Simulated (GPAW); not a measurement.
# GaAs (Fm-3m) in GPAW: convergence with k mesh

Aim: find how far k mesh must go before the results for GaAs settle, at LDA. This setting moves, with any that are tied to it; all else stays.

All numbers are computed with GPAW 26.7.0; they aren't measurements. Logs are shortened: lines on timing, memory, paths and dates and some standing lists are left out, and cuts for length are marked. The log counts tension as positive stress, the text compression.

### Step 1. Starting point

The structure is cubic, space group Fm-3m (No. 225). Conventional cell: a = 5.392 Å, b = 5.392 Å, c = 5.392 Å, α = 90.00°, β = 90.00°, γ = 90.00°. Ga (site symmetry m-3m) has 6 As at 2.70 Å as nearest neighbours. As (site symmetry m-3m) is surrounded by 6 Ga at 2.70 Å.

The cell was built by a generator and needn't be a form met in nature.

### Step 2. With k mesh 2 × 2 × 2

The input, run.py:

```python
from ase.dft.bandgap import bandgap
from ase.io import read, write
from ase.units import GPa
from gpaw import GPAW, PW

atoms = read('POSCAR')

calc = GPAW(mode=PW(600),
            xc='LDA',
            kpts={'size': (2, 2, 2), 'gamma': True},
            occupations={'name': 'fermi-dirac', 'width': 0.05},
            nbands=11,
            convergence={'density': 1e-05, 'energy': 1e-05},
            maxiter=100,
            txt='gpaw.txt')
atoms.calc = calc
energy = atoms.get_potential_energy()
forces = atoms.get_forces()
stress = atoms.get_stress()
calc.write('gs.gpw')
write('result.traj', atoms)
print(f'Energy: {energy:.6f} eV')
print('Forces (eV/A):')
print(forces.round(4))
print('Stress (GPa):', (stress / GPa).round(3))
print('Fermi level:', round(calc.get_fermi_level(), 4), 'eV')
print(f'Gap: {bandgap(calc)[0]:.4f} eV, direct: {bandgap(calc, direct=True)[0]:.4f} eV')
```

The input, POSCAR:

```
GaAs
1.0
    0.0000000000      2.6958900000      2.6958900000
    2.6958900000      0.0000000000      2.6958900000
    2.6958900000      2.6958900000      0.0000000000
Ga As
1 1
Direct
    0.0000000000      0.0000000000      0.0000000000
    0.5000000000      0.5000000000      0.5000000000
```

Potentials or basis: the program's PAW data sets (release 1.2.1) made for this functional, pw.

Run with:

```
> OMP_NUM_THREADS=1 python run.py
```

Run time: 3.1 s. Hardware: 1 thread of Intel Xeon Platinum 8375C at 2.90GHz (Ice Lake), shared host; peak memory 0.13 GiB.

Results:

| Property | Result |
| --- | --- |
| Free energy | -7.0450 eV |
| Pressure | 12.8 GPa |
| Band gap on the k mesh | none (metal or under the smearing width) |

### Step 3. With k mesh 3 × 3 × 3

Edit run.py of step 2 so:

```diff
@@ -9,3 +9,3 @@
             xc='LDA',
-            kpts={'size': (2, 2, 2), 'gamma': True},
+            kpts={'size': (3, 3, 3), 'gamma': True},
             occupations={'name': 'fermi-dirac', 'width': 0.05},
```

POSCAR is that of step 2.

Potentials or basis: the program's PAW data sets (release 1.2.1) made for this functional, pw.

Run with:

```
> OMP_NUM_THREADS=1 python run.py
```

Run time: 3.3 s. Hardware: 1 thread of Intel Xeon Platinum 8375C at 2.90GHz (Ice Lake), shared host; peak memory 0.14 GiB.

What came out:

```yaml
Free_energy: -8.3386 eV
Pressure: -0.5 GPa
Band_gap_on_the_k_mesh: none (metal or under the smearing width)
```

### Step 4. With k mesh 4 × 4 × 4

Edit run.py of step 3 so:

```diff
@@ -9,3 +9,3 @@
             xc='LDA',
-            kpts={'size': (3, 3, 3), 'gamma': True},
+            kpts={'size': (4, 4, 4), 'gamma': True},
             occupations={'name': 'fermi-dirac', 'width': 0.05},
```

POSCAR is that of step 3.

Run with:

```
> OMP_NUM_THREADS=1 python run.py
```

It took 4.3 s on 1 thread of Intel Xeon Platinum 8375C at 2.90GHz (Ice Lake), shared host; peak memory 0.14 GiB.

What came out:

```
Free energy            : -8.6511 eV
Pressure               : -2.1 GPa
Band gap on the k mesh : none (metal or under the smearing width)
```

### Step 5. With k mesh 5 × 5 × 5

Edit run.py of step 4 so:

```diff
@@ -9,3 +9,3 @@
             xc='LDA',
-            kpts={'size': (4, 4, 4), 'gamma': True},
+            kpts={'size': (5, 5, 5), 'gamma': True},
             occupations={'name': 'fermi-dirac', 'width': 0.05},
```

POSCAR is that of step 4.

Run with:

```
> OMP_NUM_THREADS=1 python run.py
```

Wall time 4.7 s (1 thread of Intel Xeon Platinum 8375C at 2.90GHz (Ice Lake), shared host); peak memory 0.14 GiB.

It converged, with:

```
Free energy            : -8.9771 eV
Pressure               : -4.7 GPa
Band gap on the k mesh : none (metal or under the smearing width)
```

### Step 6. With k mesh 6 × 6 × 6

Edit run.py of step 5 so:

```diff
@@ -9,3 +9,3 @@
             xc='LDA',
-            kpts={'size': (5, 5, 5), 'gamma': True},
+            kpts={'size': (6, 6, 6), 'gamma': True},
             occupations={'name': 'fermi-dirac', 'width': 0.05},
```

POSCAR is that of step 5.

Potentials or basis: the program's PAW data sets (release 1.2.1) made for this functional, pw.

Run with:

```
> OMP_NUM_THREADS=1 python run.py
```

Run time: 5.8 s. Hardware: 1 thread of Intel Xeon Platinum 8375C at 2.90GHz (Ice Lake), shared host; peak memory 0.14 GiB.

The run converged. Its results:

* Free energy: -9.0655 eV
* Pressure: -5.2 GPa
* Band gap on the k mesh: none (metal or under the smearing width)

### Step 7. With k mesh 7 × 7 × 7

Edit run.py of step 6 so:

```diff
@@ -9,3 +9,3 @@
             xc='LDA',
-            kpts={'size': (6, 6, 6), 'gamma': True},
+            kpts={'size': (7, 7, 7), 'gamma': True},
             occupations={'name': 'fermi-dirac', 'width': 0.05},
```

POSCAR is that of step 6.

Run with:

```
> OMP_NUM_THREADS=1 python run.py
```

It took 7 s on 1 thread of Intel Xeon Platinum 8375C at 2.90GHz (Ice Lake), shared host; peak memory 0.14 GiB.

The run converged. Its results:

* Free energy: -9.0891 eV
* Pressure: -5.1 GPa
* Band gap on the k mesh: none (metal or under the smearing width)

### Step 8. With k mesh 8 × 8 × 8

Edit run.py of step 7 so:

```diff
@@ -9,3 +9,3 @@
             xc='LDA',
-            kpts={'size': (7, 7, 7), 'gamma': True},
+            kpts={'size': (8, 8, 8), 'gamma': True},
             occupations={'name': 'fermi-dirac', 'width': 0.05},
```

POSCAR is that of step 7.

Run with:

```
> OMP_NUM_THREADS=1 python run.py
```

Run time: 9 s. Hardware: 1 thread of Intel Xeon Platinum 8375C at 2.90GHz (Ice Lake), shared host; peak memory 0.15 GiB.

The run converged. Its results:

- Free energy: -9.0735 eV
- Pressure: -4.9 GPa
- Band gap on the k mesh: none (metal or under the smearing width)

### Step 9. With k mesh 9 × 9 × 9

Edit run.py of step 8 so:

```diff
@@ -9,3 +9,3 @@
             xc='LDA',
-            kpts={'size': (8, 8, 8), 'gamma': True},
+            kpts={'size': (9, 9, 9), 'gamma': True},
             occupations={'name': 'fermi-dirac', 'width': 0.05},
```

POSCAR is that of step 8.

Potentials or basis: the program's PAW data sets (release 1.2.1) made for this functional, pw.

Run with:

```
> OMP_NUM_THREADS=1 python run.py
```

Run time: 9.6 s. Hardware: 1 thread of Intel Xeon Platinum 8375C at 2.90GHz (Ice Lake), shared host; peak memory 0.15 GiB.

It converged, with:

* Free energy: -9.0696 eV
* Pressure: -5.2 GPa
* Band gap on the k mesh: none (metal or under the smearing width)

### Step 10. With k mesh 11 × 11 × 11

Edit run.py of step 9 so:

```diff
@@ -9,3 +9,3 @@
             xc='LDA',
-            kpts={'size': (9, 9, 9), 'gamma': True},
+            kpts={'size': (11, 11, 11), 'gamma': True},
             occupations={'name': 'fermi-dirac', 'width': 0.05},
```

POSCAR is that of step 9.

Potentials or basis: the program's PAW data sets (release 1.2.1) made for this functional, pw.

Run with:

```
> OMP_NUM_THREADS=1 python run.py
```

gpaw.txt:

```text
__  _  _
 | _ |_)|_||  |
 |__||  | ||/\| - 26.7.0

Input parameters:
  mode=PW(ecut=600.0),
  convergence={'density': 1e-05, 'energy': 1e-05},
  kpts=MonkhorstPack(size=(11, 11, 11), gamma=True),
  maxiter=100,
  nbands=11,
  occupations=Occupations(name='fermi-dirac', width=0.05),
  xc=XC(name='LDA')

Diagonalizing LCAO Hamiltonian
Converting LCAO to pw mode

               As

       Ga

Atoms  # Å, Bohr magnetons
|   | symbol |        x |        y |        z |    initial magnetic moments |
|---|--------|----------|----------|----------|-----------------------------|
| 0 |     Ga | 0.000000 | 0.000000 | 0.000000 | ( 0.0000,  0.0000,  0.0000) |
| 1 |     As | 2.695890 | 2.695890 | 2.695890 | ( 0.0000,  0.0000,  0.0000) |

Unit cell  # Å
| periodic |        x |        y |        z |  lengths |    angles |
|----------|----------|----------|----------|----------|-----------|
|      yes | 0.000000 | 2.695890 | 2.695890 | 3.812564 | 60.000000 |
|      yes | 2.695890 | 0.000000 | 2.695890 | 3.812564 | 60.000000 |
|      yes | 2.695890 | 2.695890 | 0.000000 | 3.812564 | 60.000000 |

Number of symmetries: 48
Symmetry operations  # r_c * U_cc + t_c -> r_c
|    | kind |            matrix            |
|----|------|------------------------------|
|  0 |  σ   |  1, 0, 0,  1, 0,-1,  1,-1, 0 |
|  1 |  C2  |  1, 0, 0,  1,-1, 0,  1, 0,-1 |
|  2 |  E   |  1, 0, 0,  0, 1, 0,  0, 0, 1 |
|  3 |  σ   |  1, 0, 0,  0, 0, 1,  0, 1, 0 |
|  4 |  C4  |  1, 0,-1,  1, 0, 0,  1,-1, 0 |
|  5 |  S6  |  1, 0,-1,  1,-1, 0,  1, 0, 0 |
|  6 |  σ   |  1, 0,-1,  0, 1,-1,  0, 0,-1 |
|  7 |  C3  |  1, 0,-1,  0, 0,-1,  0, 1,-1 |
|  8 |  S6  |  1,-1, 0,  1, 0, 0,  1, 0,-1 |
|  9 |  C4  |  1,-1, 0,  1, 0,-1,  1, 0, 0 |
| 10 |  C3  |  1,-1, 0,  0,-1, 1,  0,-1, 0 |
| 11 |  σ   |  1,-1, 0,  0,-1, 0,  0,-1, 1 |
| 12 |  σ   |  0, 1, 0,  1, 0, 0,  0, 0, 1 |
| 13 |  C4  |  0, 1, 0,  0, 1,-1, -1, 1, 0 |
| 14 |  C3  |  0, 1, 0,  0, 0, 1,  1, 0, 0 |
| 15 |  S6  |  0, 1, 0, -1, 1, 0,  0, 1,-1 |
| 16 |  C2  |  0, 1,-1,  1, 0,-1,  0, 0,-1 |
| 17 |  σ   |  0, 1,-1,  0, 1, 0, -1, 1, 0 |
| 18 |  S4  |  0, 1,-1,  0, 0,-1,  1, 0,-1 |
| 19 |  C4  |  0, 1,-1, -1, 1, 0,  0, 1, 0 |
[... 134 lines left out ...]
  Maximum mixing coefficient: 0.75
  Old densities: 10
  SVD Regularization: 0.005
  Good broyden scale: 1.0
  Trust region scale: 1.0
  Backstep threshold: 4.0
  History deletion threshold: 6.0
  Fourier metric: weight=20.0, sigma=0.015

occupation numbers:
  Fermi-Dirac:
    width: 0.0500  # eV

poisson solver:
  ecut: 4800.0  # eV

xc functional:
  name: None

convergence criteria:
- Maximum integral of absolute [dens]ity change: 1e-05 electrons / valence electron
- Maximum [total energy] change in last 3 cyles: 1e-05 eV / valence electron
- Maximum integral of absolute [eigenst]ate change: 4e-08 eV^2 / valence electron
maximum number of iterations: 100

SCF iterations
|iter     | |      energy | eigst |  dens |
|---------|-|-------------|-------|-------|
|iter:   1| |   -9.112922 | -0.94 |       |
|iter:   2| |   -9.103652 | -3.21 | -1.11 |
|iter:   3| |   -9.063573 | -2.93 | -1.15 |
|iter:   4| |   -9.063387 | -4.63 | -1.76 |
|iter:   5| |   -9.063339 | -5.31 | -2.25 |
|iter:   6| |   -9.063336c| -6.42 | -3.15 |
|iter:   7| |   -9.063336c| -7.99c| -4.31 |
|iter:   8| |   -9.063336c| -8.78c| -4.75 |
|iter:   9| |   -9.063336c| -9.97c| -6.10c|

Converged in 9 steps
Energy contributions relative to reference atoms: (reference = -114227.963927)

Energy contributions:
  Kinetic:          15.394295
  Coulomb:         -13.477331
  Zero:              0.007753
  External:          0.000000
  Xc:              -10.982777
  Entropy:          -0.010552
  Spinorbit:         0.000000
  ----------------------------
  Free energy:      -9.068612
  Extrapolated:     -9.063336

dipole moment: (-13.901994, -13.901994, -13.901994)  # |e|*Ang

Fermi level: 5.993
Eigenvalues  # (at kpt = [0.000, 0.000, 0.000])
| band index |      eig [eV] | occ [0-2] |
|------------|---------------|-----------|
|          0 |        -7.051 |     2.000 |
|          1 |         5.749 |     1.985 |
|          2 |         6.100 |     0.211 |
|          3 |         6.100 |     0.211 |
|          4 |         6.100 |     0.211 |
|          5 |        13.441 |     0.000 |
|          6 |        13.441 |     0.000 |
|          7 |        13.441 |     0.000 |
|          8 |        13.598 |     0.000 |
|          9 |        13.598 |     0.000 |
|         10 |        13.598 |     0.000 |

No gap
No difference between direct/indirect transitions

Forces  # eV/Ang
|       x |       y |       z |
|---------|---------|---------|
| 0.00000 | 0.00000 | 0.00000 |  # Ga   0
| 0.00000 | 0.00000 | 0.00000 |  # As   1

Stress tensor  # eV/Ang^3
|        x |        y |        z |
|----------|----------|----------|
| 0.032280 | 0.000000 | 0.000000 |
| 0.000000 | 0.032280 | 0.000000 |
| 0.000000 | 0.000000 | 0.032280 |

# Writing to gs.gpw (mode='')
```

stdout:

```text
Energy: -9.063336 eV
Forces (eV/A):
[[0. 0. 0.]
 [0. 0. 0.]]
Stress (GPa): [5.172 5.172 5.172 0.    0.    0.   ]
Fermi level: 5.9929 eV
Gap: 0.0000 eV, direct: 0.0000 eV
```

It took 14 s on 1 thread of Intel Xeon Platinum 8375C at 2.90GHz (Ice Lake), shared host; peak memory 0.16 GiB.

What came out:

* Free energy: -9.0686 eV
* Pressure: -5.2 GPa
* Band gap on the k mesh: none (metal or under the smearing width)

### Step 11. Result

| k mesh | energy less the tightest run, at zero smearing (meV/atom) | pressure (GPa) | SCF cycles | CPU time (s) | peak memory (GiB) |
| --- | --- | --- | --- | --- | --- |
| 2 × 2 × 2 | 1027.29 | 12.85 | 9 | 3.1 | 0.13 |
| 3 × 3 × 3 | 379.48 | -0.53 | 9 | 3.3 | 0.14 |
| 4 × 4 × 4 | 217.10 | -2.15 | 9 | 4.3 | 0.14 |
| 5 × 5 × 5 | 49.27 | -4.68 | 9 | 4.7 | 0.14 |
| 6 × 6 × 6 | 3.02 | -5.21 | 9 | 5.8 | 0.14 |
| 7 × 7 × 7 | -10.16 | -5.13 | 9 | 7 | 0.14 |
| 8 × 8 × 8 | -1.97 | -4.93 | 9 | 9 | 0.15 |
| 9 × 9 × 9 | -0.44 | -5.17 | 9 | 9.6 | 0.15 |
| 11 × 11 × 11 | 0.00 | -5.17 | 9 | 14 | 0.16 |

Against the tightest run, the energy stays within 1 meV/atom from 9 × 9 × 9 on; the pressure stays within 0.1 GPa from 9 × 9 × 9 on. Meshes of other sizes hit other points, so gaps and Fermi surfaces needn't settle smoothly. The tightest run that finished is the yardstick and may itself not be fully converged.
